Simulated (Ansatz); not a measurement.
Relaxing Ti

Theory: DFT r2SCAN, scalar-relativistic, plane waves, PAW (Ansatz 0.2.0). Run with 500 eV cutoff, 18×18×10 k-mesh, Gaussian smearing of 0.10 eV, no spin polarisation.

What was changed: relaxed at 60 GPa.

Other phases may be more stable at this pressure.

Command:

```bash
ansatz run input.yaml --threads 1 --pin off --max-ram 2560MiB --backend cpu --events-out ev --progress --plain --runs-dir out
```

Input:

```yaml
crystal:
  lattice:
    - [2.6854078202, 0.0, 0.0]
    - [-1.3427039101, 2.3256313918, 0.0]
    - [0.0, 0.0, 4.2441562989]
  atoms:
    - { symbol: Ti, position: [0.3333333333, 0.6666666667, 0.25] }
    - { symbol: Ti, position: [0.6666666667, 0.3333333333, 0.75] }
basis:
  ecutwfc: 500
kpoints:
  mp_grid: { grid: [18, 18, 10] }
hamiltonian:
  xc: r2scan
scf:
  occupations: { method: gaussian, width: 0.1 }
output:
  forces: true
  stress: true
  eigenvalues: true
relax:
  adjacent_minimum: "off"
  f_tol: 0.008
  max_steps: 50
  cell: { stress_tol: 0.08, p_target: 60.0 }
```

F is the free energy. Steps run on the plane waves of an earlier cell, but the last one, and at times one on the way, on a freshly chosen basis, so a repeated geometry can differ a little in energy. The relaxation lowers the enthalpy F + PV at the target pressure, so F itself can rise.

Steps:

```tsv
step	F − F(1) (eV)	largest force component (eV/Å)	V (Å³/atom)	P (GPa)
1	0.0000	0.000	13.253	48.61
2	0.6092	0.000	12.403	67.02
3	0.3637	0.000	12.713	59.82
4	0.3698	0.000	12.705	60.00
5	0.3703	0.000	12.705	59.99
```

Relaxed structure:

```yaml
crystal:
  lattice:
    - [2.64413, 0.00000, 0.00000]
    - [-1.32207, 2.28989, 0.00000]
    - [0.00000, 0.00000, 4.19679]
  atoms:
    - { symbol: Ti, position: [0.33333, 0.66667, 0.25000] }
    - { symbol: Ti, position: [0.66667, 0.33333, 0.75000] }
```

The structure is hexagonal, space group P6_3/mmc (No. 194). Conventional cell: a = 2.644 Å, b = 2.644 Å, c = 4.197 Å, α = 90.00°, β = 90.00°, γ = 120.00°. Ti (site symmetry -6m2) is surrounded by 12 Ti at 2.59 to 2.64 Å.

The run converged. The run took 43 s on 1 thread of Intel(R) Xeon(R) Processor @ 2.70GHz, on a shared host, peak memory 0.49 GiB.